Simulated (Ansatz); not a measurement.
# Zn (Im-3m) in Ansatz: notebook

The runs below take Zn through single point, equation of state, with LDA.

All numbers are computed with Ansatz 0.2.0; they aren't measurements. Logs are shortened: lines on timing, memory, paths and dates and some standing lists are left out, and cuts for length are marked.

## Step 1: The structure

The structure is cubic, space group Im-3m (No. 229). The conventional cell has a = 3.138 Å, b = 3.138 Å, c = 3.138 Å, α = 90.00°, β = 90.00°, γ = 90.00°. Around Zn (site symmetry m-3m) lie 8 Zn at 2.72 Å.

This isn't the form of Zn at room conditions, which is hcp.

## Step 2: Single point, LDA, 14.52 Å³/atom (volume scaled by 0.94)

File input.yaml:

```yaml
crystal:
  lattice:
    - [-1.5370068493, 1.5370068493, 1.5370068493]
    - [1.5370068493, -1.5370068493, 1.5370068493]
    - [1.5370068493, 1.5370068493, -1.5370068493]
  atoms:
    - { symbol: Zn, position: [0.0, 0.0, 0.0] }
hamiltonian:
  xc: lda
  pseudopotentials: { kind: paw }
kpoints:
  mp_grid: { grid: [12, 12, 12] }
scf:
  occupations: { method: fermi_dirac, width: 0.05 }
output:
  forces: true
  stress: true
  eigenvalues: true
```

Potentials or basis: Ansatz PAW.

The run is started by

```sh
$ ansatz run input.yaml --threads 2 --pin off --max-ram 5632MiB --backend cpu --events-out ev --progress --plain --runs-dir out
```

The program printed:

```text
Warning: RAYON_NUM_THREADS=2 ignored (pool sized by the plan → 2); use --threads N
Engine: ansatz 0.2.0, aarch64-unknown-linux-gnu
Pseudopotentials: kind: paw
Pseudopotential: Zn, paw, valence charge 12, recommended cutoff 420 eV (normal), Zn.paw.azcp
Functional definition: SPW92
  exchange = slater_x
  correlation = pw_c
Crystal: 1 atoms, lattice volume = 14.524 Å³
Basis set: ecut = 420 eV, 321 PW (Γ)
Bands: 10, of which v1, the nominal top of the filled ones, is band 6 counted from 1 (5 counted from 0)
Symmetry: 48 space group operations
Space group: Im-3m (ITA 229), of the structure as read, at distance tolerance 2.4e-5 Å
k-points: 72 of 1728
Non-local potential: Zn, projectors of the file, l = 0: 2, l = 1: 2, l = 2: 3, l = 3: 1
PAW form: soft (Blöchl's): semilocal exchange-correlation on the pseudo side does not see the compensation charge
PAW frozen core: Zn, regenerated for the run's functional, and the local potential with it (the file was generated under x = pbe(κ = 0.804, μ = 0.2195149727645171), c = pbe(β = 0.06672455060314922))
PAW one-centre angular grid: Zn, 590 points (default); XC on 64 Gauss nodes
Initial density: superposition of atomic densities (neutral atoms: chi_scale 0, normalization atom), corrected by the library's trained network
Initial wavefunctions: pseudopotential atomic-orbital guess
Functional: x = slater, c = lda
SCF iter   1: F=—  HF=-3246.136105 eV  |F-HF|=—  |Δ(HF+E_count)|=         —  Δρ=4.61e-3  dr2=1.10e-3  ethr=1.77e-3  ⟨swp⟩=5.1  Hψ=4691  notcnv=0
preconditioner: auto → none  [metal: Δε(μ)=0.015 eV  Ē_g=17.722 eV  σ=0.050 eV  W_gap=0.08  n_scr=0 (ndim 8)  ℏωp=33.8 eV  f_vac=0.000  D(μ)=0.54/eV (n_scr^D=0)]
SCF iter   2: F=—  HF=-3246.136047 eV  |F-HF|=—  |Δ(HF+E_count)|=   5.74e-5  Δρ=1.54e-3  dr2=2.94e-4  ethr=9.18e-6  ⟨swp⟩=2.1  Hψ=1866  notcnv=0  defer=3
SCF iter   3: F=—  HF=-3246.136008 eV  |F-HF|=—  |Δ(HF+E_count)|=   3.95e-5  Δρ=1.43e-3  dr2=1.03e-4  ethr=2.45e-6  ⟨swp⟩=2.0  Hψ=1099  notcnv=0  defer=3
SCF iter   4: F=—  HF=-3246.135991 eV  |F-HF|=—  |Δ(HF+E_count)|=   1.66e-5  Δρ=6.19e-5  dr2=3.02e-7  ethr=8.58e-7  ⟨swp⟩=2.1  Hψ=1077  notcnv=0  defer=3
SCF iter   5: F=—  HF=-3246.135992 eV  |F-HF|=—  |Δ(HF+E_count)|=   4.82e-7  Δρ=3.15e-5  dr2=8.31e-8  ethr=2.52e-9  ⟨swp⟩=2.1  Hψ=1159  notcnv=0  defer=3
SCF iter   6: F=-3246.135992 eV  HF=-3246.135992 eV  |F-HF|=8.19e-12  |Δ(HF+E_count)|=   2.22e-8  Δρ=4.86e-7  dr2=1.72e-11  ethr=6.93e-10  ⟨swp⟩=2.8  Hψ=2861  notcnv=0
SCF 1 converged in 6 iterations: F = -3246.135992 eV  dr2 = 1.72e-11
SCF converged after 6 iterations
Free energy (F): -3246.135992 eV
Harris-Foulkes:  -3246.135992 eV  (|F-HF|=8.19e-12)
Internal energy: -3246.132053 eV  (E = F + TS)
E sigma→0 (E₀):  -3246.134023 eV
Entropy (-TS):   -0.003938 eV (-3.938 meV/atom)
Fermi energy:    11.428011 eV
--- Per-component energies (eV) ---
  E_band       = 50.907079
  E_kinetic    = 131.885081
  E_local      = -1505.284416  (includes V_loc(G=0)·N_el)
  E_nonlocal   = 613.487427
  E_hartree    = 629.154481
  E_xc         = -136.235669
  E_vxc        = -54.377177  (∫ρ·V_xc dr)
  E_paw        = -1753.289264  (= ΣΔE_a)
  E_vpaw       = -393.112249  (= ΣTr[D̂ρ^β])
  E_aug_tail   = -0.000350  (compensation charges beyond the density's cutoff)
  E_ewald      = -1227.406484
  E_core_change = 1.557141  (= ΣΔE_core)
  E_smearing   = -0.003938  (= −TS)
  E_closure    = -0.000000  (closes the sum)
  Σ components = -3246.135992   (vs F -3246.135992, Δ=0.00e0)
--- Forces (eV/Å), atoms counted from 1 ---
  atom   1  Zn     0.00000000     0.00000000    -0.00000000
  max |Σ_I F_I| component: 1.35e-30 eV/Å
--- Stress (GPa, compression-positive) ---
       -4.961715      -0.000000      -0.000000
       -0.000000      -4.961715       0.000000
        0.000000      -0.000000      -4.961715
  P = ⅓ Tr σ = -4.9617 GPa (-49.617 kbar)
--- Band table (eV; the first three rows and the last of 72) ---
  k-point 0: bands = ["0.5882", "3.4636", "3.4636", "3.4636", "4.0276", "4.0276", "31.1723", "31.1723", "31.1723", "32.4277"]
  k-point 1: bands = ["0.8162", "3.4406", "3.4688", "3.5207", "4.0063", "4.0290", "28.1839", "29.6510", "30.1095", "31.1661"]
  k-point 2: bands = ["1.4714", "3.3782", "3.4967", "3.6803", "3.9653", "4.0337", "23.8647", "27.5237", "28.2372", "29.7014"]
  k-point 71: bands = ["2.8448", "2.8448", "4.3101", "4.3101", "4.3101", "15.6523", "15.6523", "15.6523", "19.4076", "20.3277"]
```

Run time: 0.52 s. Hardware: 2 threads of Arm Neoverse V2, shared host; peak memory 0.25 GiB.

Results:

```yaml
Free_energy: -3246.1360 eV
Pressure: -5.0 GPa
Band_gap_on_the_k_mesh: none (metal or under the smearing width)
```

Caveat: the PAW data sets come from PBE, with cores solved anew for the run's functional, which leaves a small shift of forces and pressure.

## Step 3: Single point, LDA, 14.83 Å³/atom (volume scaled by 0.96)

input.yaml: that of step 2 with these lines changed.

```diff
@@ -2,5 +2,5 @@
   lattice:
-    - [-1.5370068493, 1.5370068493, 1.5370068493]
-    - [1.5370068493, -1.5370068493, 1.5370068493]
-    - [1.5370068493, 1.5370068493, -1.5370068493]
+    - [-1.5478311978, 1.5478311978, 1.5478311978]
+    - [1.5478311978, -1.5478311978, 1.5478311978]
+    - [1.5478311978, 1.5478311978, -1.5478311978]
   atoms:
```

Potentials or basis: Ansatz PAW.

The run is started by

```sh
$ ansatz run input.yaml --threads 2 --pin off --max-ram 5632MiB --backend cpu --events-out ev --progress --plain --runs-dir out
```

Wall time 0.52 s (2 threads of Arm Neoverse V2, shared host); peak memory 0.25 GiB.

The run converged. Its results:

```
Free energy            : -3246.1252 eV
Pressure               : -6.2 GPa
Band gap on the k mesh : none (metal or under the smearing width)
```

Caveat: the PAW data sets come from PBE, with cores solved anew for the run's functional, which leaves a small shift of forces and pressure.

## Step 4: Single point, LDA, 15.14 Å³/atom (volume scaled by 0.98)

input.yaml: that of step 3 with these lines changed.

```diff
@@ -2,5 +2,5 @@
   lattice:
-    - [-1.5478311978, 1.5478311978, 1.5478311978]
-    - [1.5478311978, -1.5478311978, 1.5478311978]
-    - [1.5478311978, 1.5478311978, -1.5478311978]
+    - [-1.558506233, 1.558506233, 1.558506233]
+    - [1.558506233, -1.558506233, 1.558506233]
+    - [1.558506233, 1.558506233, -1.558506233]
   atoms:
```

The run is started by

```sh
$ ansatz run input.yaml --threads 2 --pin off --max-ram 5632MiB --backend cpu --events-out ev --progress --plain --runs-dir out
```

Wall time 0.52 s (2 threads of Arm Neoverse V2, shared host); peak memory 0.25 GiB.

The run converged. Its results:

```yaml
Free_energy: -3246.1121 eV
Pressure: -7.3 GPa
Band_gap_on_the_k_mesh: none (metal or under the smearing width)
```

Caveat: the PAW data sets come from PBE, with cores solved anew for the run's functional, which leaves a small shift of forces and pressure.

## Step 5: Single point, LDA, 15.45 Å³/atom

input.yaml: that of step 4 with these lines changed.

```diff
@@ -2,5 +2,5 @@
   lattice:
-    - [-1.558506233, 1.558506233, 1.558506233]
-    - [1.558506233, -1.558506233, 1.558506233]
-    - [1.558506233, 1.558506233, -1.558506233]
+    - [-1.569037, 1.569037, 1.569037]
+    - [1.569037, -1.569037, 1.569037]
+    - [1.569037, 1.569037, -1.569037]
   atoms:
```

The run is started by

```sh
$ ansatz run input.yaml --threads 2 --pin off --max-ram 5632MiB --backend cpu --events-out ev --progress --plain --runs-dir out
```

Run time: 0.5 s. Hardware: 2 threads of Arm Neoverse V2, shared host; peak memory 0.25 GiB.

It converged, with:

| Item | Value |
| --- | --- |
| Free energy | -3246.0971 eV |
| Pressure | -8.3 GPa |
| Band gap on the k mesh | none (metal or under the smearing width) |

Caveat: the PAW data sets come from PBE, with cores solved anew for the run's functional, which leaves a small shift of forces and pressure.

## Step 6: Single point, LDA, 15.76 Å³/atom (volume scaled by 1.02)

File input.yaml:

```yaml
crystal:
  lattice:
    - [-1.5794282763, 1.5794282763, 1.5794282763]
    - [1.5794282763, -1.5794282763, 1.5794282763]
    - [1.5794282763, 1.5794282763, -1.5794282763]
  atoms:
    - { symbol: Zn, position: [0.0, 0.0, 0.0] }
hamiltonian:
  xc: lda
  pseudopotentials: { kind: paw }
kpoints:
  mp_grid: { grid: [12, 12, 12] }
scf:
  occupations: { method: fermi_dirac, width: 0.05 }
output:
  forces: true
  stress: true
  eigenvalues: true
  write_density: true
  write_potential: true
  elf: true
  volumetric_format: npy
```

Potentials or basis: Ansatz PAW.

The run is started by

```sh
$ ansatz run input.yaml --threads 2 --pin off --max-ram 5632MiB --backend cpu --events-out ev --progress --plain --runs-dir out
```

Run time: 0.64 s. Hardware: 2 threads of Arm Neoverse V2, shared host; peak memory 0.26 GiB.

The run converged. Its results:

* Free energy: -3246.0803 eV
* Pressure: -9.1 GPa
* Band gap on the k mesh: none (metal or under the smearing width)

Caveat: the PAW data sets come from PBE, with cores solved anew for the run's functional, which leaves a small shift of forces and pressure.

## Step 7: Single point, LDA, 16.07 Å³/atom (volume scaled by 1.04)

input.yaml: that of step 6 with these lines changed.

```diff
@@ -2,5 +2,5 @@
   lattice:
-    - [-1.5794282763, 1.5794282763, 1.5794282763]
-    - [1.5794282763, -1.5794282763, 1.5794282763]
-    - [1.5794282763, 1.5794282763, -1.5794282763]
+    - [-1.5896845915, 1.5896845915, 1.5896845915]
+    - [1.5896845915, -1.5896845915, 1.5896845915]
+    - [1.5896845915, 1.5896845915, -1.5896845915]
   atoms:
```

The run is started by

```sh
$ ansatz run input.yaml --threads 2 --pin off --max-ram 5632MiB --backend cpu --events-out ev --progress --plain --runs-dir out
```

It took 0.67 s on 2 threads of Arm Neoverse V2, shared host; peak memory 0.26 GiB.

Results (log left out):

```yaml
Free_energy: -3246.0621 eV
Pressure: -9.8 GPa
Band_gap_on_the_k_mesh: none (metal or under the smearing width)
```

Caveat: the PAW data sets come from PBE, with cores solved anew for the run's functional, which leaves a small shift of forces and pressure.

## Step 8: Single point, LDA, 16.38 Å³/atom (volume scaled by 1.06)

File input.yaml:

```yaml
crystal:
  lattice:
    - [-1.5998102441, 1.5998102441, 1.5998102441]
    - [1.5998102441, -1.5998102441, 1.5998102441]
    - [1.5998102441, 1.5998102441, -1.5998102441]
  atoms:
    - { symbol: Zn, position: [0.0, 0.0, 0.0] }
hamiltonian:
  xc: lda
  pseudopotentials: { kind: paw }
kpoints:
  mp_grid: { grid: [12, 12, 12] }
scf:
  occupations: { method: fermi_dirac, width: 0.05 }
output:
  forces: true
  stress: true
  eigenvalues: true
```

The run is started by

```sh
$ ansatz run input.yaml --threads 2 --pin off --max-ram 5632MiB --backend cpu --events-out ev --progress --plain --runs-dir out
```

Run time: 0.51 s. Hardware: 2 threads of Arm Neoverse V2, shared host; peak memory 0.25 GiB.

Results (log left out):

- Free energy: -3246.0426 eV
- Pressure: -10.4 GPa
- Band gap on the k mesh: none (metal or under the smearing width)

Caveat: the PAW data sets come from PBE, with cores solved anew for the run's functional, which leaves a small shift of forces and pressure.

## Step 9: Equation of state, LDA

Potentials or basis: Ansatz PAW.

No new run: the results of the series are fitted here.

What came out:

| Property | Result |
| --- | --- |
| Equilibrium volume | 13.64 Å³/atom (rough: see the caveat) |
| Bulk modulus | 93 GPa (rough) |

Energy against volume, from the lowest point:
```csv
volume (Å³/atom),energy (meV/atom)
14.524,0.00
14.833,10.80
15.142,23.86
15.451,38.92
15.760,55.69
16.069,73.92
16.378,93.35
```

Caveat: the minimum lies outside the volumes run.

## Step 10: For comparison

An earlier run on the cell as given: functional PBEsol; potentials or basis Ansatz PAW; cutoff 420 eV (not typed: the program's choice for these potentials); k mesh 12 × 12 × 12; occupations fermi-dirac, width 0.05 eV; no spin polarisation.

- Pressure: -5.2 GPa
- Band gap on the k mesh: none (metal or under the smearing width)
